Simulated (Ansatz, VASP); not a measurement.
# One calculation of SiO2, two programs

```
Si O
1.0
     4.15204    0.00000    0.00000
     0.00000    4.15204    0.00000
     0.00000    0.00000    2.64989
Si O
2 4
Direct
  0.00000 0.00000 0.00000
  0.50000 0.50000 0.50000
  0.30670 0.30670 0.00000
  0.19330 0.80670 0.50000
  0.69330 0.69330 0.00000
  0.80670 0.19330 0.50000
```

Change from the starting cell: volume scaled by 0.98, PAW files.

Alike in both runs: task electric field gradients; functional PBEsol; k mesh 6 × 6 × 9; occupations fermi-dirac, width 0.03 eV; no spin polarisation.

```csv
,VASP,Ansatz
version,VASP 6.6.1,Ansatz 0.2.0
potentials or method,"VASP PAW PBE potentials, release 64 (Si, O)","PAW with Ansatz's default frozen-core files, scalar-relativistic"
plane-wave cutoff (eV),520,420
valence electrons in the cell,32,32
```

VASP gave:

- gap on the k mesh at the Fermi level (eV): 5.95
- pressure (GPa): 11.8
- largest component of the traceless stress (GPa): 2.14
- rms of the force components (eV/Å): 0.182
- Vzz of the field gradient on the site that differs most (V/Å²): 22.7

**Question.** What did Ansatz give for the same quantities?

**Answer.** gap on the k mesh at the Fermi level (eV): 5.94; pressure (GPa): 10.9; largest component of the traceless stress (GPa): 1.45; rms of the force components (eV/Å): 0.163; Vzz of the field gradient on the site that differs most (V/Å²): 19.9.

Atom by atom the forces differ by 0.019 eV/Å (rms over components). The functional is the same, so the differences come from potentials, cutoffs and numerics.

Caveats: the PAW data sets were made with another functional, which shifts forces and pressure a little (VASP); an odd mesh through Γ misses points on the zone boundary, where band edges often lie.
